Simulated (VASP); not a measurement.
## Be2C in VASP 6.6.1, single-point calculation

INCAR

```
NBANDS = 11
ISIF = 2
METAGGA = R2SCAN
ALGO = Normal
LASPH = .TRUE.
PREC = Single
LWAVE = .FALSE.
SIGMA = 0.01
EDIFF = 1E-7
LREAL = .FALSE.
NSW = 0
ENCUT = 520
NELM = 85
IBRION = -1
LCHARG = .FALSE.
ISMEAR = 0
```

KPOINTS

```
KPOINTS created by Atomic Simulation Environment
0
Gamma
10 10 10
0 0 0
```

POSCAR

```
C  Be
 1.0000000000000000
     0.0000000000000000    2.2469050639999999    2.2469050639999999
     2.2469050639999999    0.0000000000000000    2.2469050639999999
     2.2469050639999999    2.2469050639999999    0.0000000000000000
 C   Be
   1   2
Cartesian
  0.0000000000000000  0.0000000000000000  0.0000000000000000
  1.1234525319999999  1.1234525319999999  1.1234525319999999
  3.3703575959999998  3.3703575959999998  3.3703575959999998
```

The recommended PBE PAW datasets give the neutral cell 8 valence electrons.

Command

```
mpirun -np 1 vasp_std
```

OSZICAR

```
N       E                     dE             d eps       ncg     rms          rms(c)
DAV:   1    -0.487873516439E+00   -0.48787E+00   -0.38196E+03  1034   0.672E+02
DAV:   2    -0.206800607052E+02   -0.20192E+02   -0.18882E+02  1419   0.119E+02
DAV:   3    -0.214234126143E+02   -0.74335E+00   -0.74040E+00  1344   0.172E+01
DAV:   4    -0.214272451144E+02   -0.38325E-02   -0.38319E-02  1200   0.143E+00
DAV:   5    -0.214272638688E+02   -0.18754E-04   -0.18754E-04  1322   0.930E-02    0.488E+00
DAV:   6    -0.192277817038E+02    0.21995E+01   -0.28107E+00  1177   0.808E+00    0.224E+00
DAV:   7    -0.192906185103E+02   -0.62837E-01   -0.22338E-01  1224   0.309E+00    0.134E+00
DAV:   8    -0.193170615230E+02   -0.26443E-01   -0.41766E-02  1046   0.162E+00    0.242E-01
DAV:   9    -0.193170333646E+02    0.28158E-04   -0.37500E-04  1260   0.160E-01    0.652E-02
DAV:  10    -0.193171189434E+02   -0.85579E-04   -0.25673E-04  1082   0.142E-01    0.126E-02
DAV:  11    -0.193171203310E+02   -0.13876E-05   -0.85217E-06  1292   0.206E-02    0.216E-03
DAV:  12    -0.193171202422E+02    0.88751E-07   -0.39378E-07  1187   0.585E-03
   1 F= -.19317120E+02 E0= -.19317120E+02  d E =-.140303E-57
```

Standard output (part)

```
POSCAR found type information on POSCAR C Be
 POSCAR found :  2 types and       3 ions
 LDA part: xc-table for (None), standard interpolation
 POSCAR, INCAR and KPOINTS ok, starting setup
 WAVECAR not read
 entering main loop
```

From OUTCAR

```
k-points           NKPTS =     47   k-points in BZ     NKDIM =     47   number of bands    NBANDS=     11

   NELECT =       8.0000    total number of electrons

   dimension x,y,z NGX =    24 NGY =   24 NGZ =   24
   dimension x,y,z NGXF=    24 NGYF=   24 NGZF=   24

  energy-cutoff  :      520.00
  volume of cell :       22.69
      direct lattice vectors                 reciprocal lattice vectors
     0.000000000  2.246905064  2.246905064    -0.222528316  0.222528316  0.222528316
     2.246905064  0.000000000  2.246905064     0.222528316 -0.222528316  0.222528316
     2.246905064  2.246905064  0.000000000     0.222528316  0.222528316 -0.222528316

 k-points in reciprocal lattice and weights: KPOINTS created by Atomic Simulation Env
   0.00000000  0.00000000  0.00000000       0.001
   0.10000000  0.00000000  0.00000000       0.008
   0.20000000  0.00000000  0.00000000       0.008
   0.30000000  0.00000000  0.00000000       0.008
   0.40000000  0.00000000  0.00000000       0.008
   0.50000000  0.00000000  0.00000000       0.004
   0.10000000  0.10000000  0.00000000       0.006
   0.20000000  0.10000000  0.00000000       0.024
   ...

 E-fermi :   6.7966

 k-point     1 :       0.0000    0.0000    0.0000
  band No.  band energies     occupation
      1      -8.4285      2.00000
      2       6.6860      2.00000
      3       6.6860      2.00000
      4       6.6860      2.00000
      5      11.0737      0.00000
      6      11.0737      0.00000
      7      11.0737      0.00000
      8      12.8089      0.00000
      9      20.1805      0.00000
     10      20.1805      0.00000
     11      20.1805      0.00000

 k-point     2 :       0.1000    0.0000    0.0000
  band No.  band energies     occupation
      1      -8.2717      2.00000
      2       5.4131      2.00000
      3       6.4100      2.00000
      4       6.4101      2.00000
      5      11.4892      0.00000
      6      11.4892      0.00000
      7      11.7291      0.00000
      8      13.3490      0.00000
      9      19.0283      0.00000
     10      19.0283      0.00000
     11      20.4478      0.00000

 k-point     3 :       0.2000    0.0000    0.0000
  band No.  band energies     occupation
      1      -7.8101      2.00000
      2       3.1395      2.00000
      3       5.8636      2.00000
      4       5.8637      2.00000
      5      12.2109      0.00000
      6      12.2109      0.00000
      7      12.2910      0.00000
      8      14.7115      0.00000
      9      18.0589      0.00000
     10      18.0589      0.00000
     11      21.1952      0.00000

 k-point     4 :       0.3000    0.0000    0.0000
  band No.  band energies     occupation
      1      -7.0827      2.00000
      2       0.9099      2.00000
      3       5.3742      2.00000
      4       5.3742      2.00000
      5      12.3934      0.00000
      6      12.3934      0.00000
      7      12.6726      0.00000
      8      15.8487      0.00000
      9      18.5479      0.00000
     10      18.5479      0.00000
     11      22.1046      0.00000

 k-point     5 :       0.4000    0.0000    0.0000
  band No.  band energies     occupation
      1      -6.2288      2.00000
      2      -0.8953      2.00000
      3       5.0628      2.00000
      4       5.0629      2.00000
      5      12.1350      0.00000
      6      12.1350      0.00000
      7      12.9513      0.00000
      8      16.5171      0.00000
      9      20.1155      0.00000
     10      20.1155      0.00000
     11      22.8358      0.00000

 ...

  Total       -2.6748176     -2.6748176     -2.6748176     -0.0000000      0.0000000      0.0000000
  in kB     -188.8950521   -188.8950521   -188.8950521     -0.0000000      0.0000000      0.0000000
  external PRESSURE =    -188.8950521 kB  Pullay stress =       0.0000000 kB

 POSITION                                       TOTAL-FORCE (eV/Angst)
 -----------------------------------------------------------------------------------
      0.00000      0.00000      0.00000        -0.000000      0.000000      0.000000
      1.12345      1.12345      1.12345         0.000000      0.000000     -0.000000
      3.37036      3.37036      3.37036        -0.000000     -0.000000      0.000000
 -----------------------------------------------------------------------------------
    total drift:                                0.000000      0.000000      0.000000

  FREE ENERGIE OF THE ION-ELECTRON SYSTEM (eV)
  ---------------------------------------------------
  free  energy   TOTEN  =       -19.3171202422 eV

  energy  without entropy=      -19.3171202422  energy(sigma->0) =      -19.31712024
```

It converged. Results: gap between bands v and c on the k mesh 1.46 eV; least direct gap on the k mesh 4.39 eV; pressure -18.9 GPa. Band v is the last that the valence electrons fill when counted band by band, and c is the next.

For comparison, a separate r²SCAN run of the intended cell, on usual settings and not on those above, gives a gap of 1.46 eV on its mesh and a pressure of -18.9 GPa.

The run above took about 21 s on one core of a shared host (Intel Xeon Platinum 8488C) and held 0.12 GiB at most.
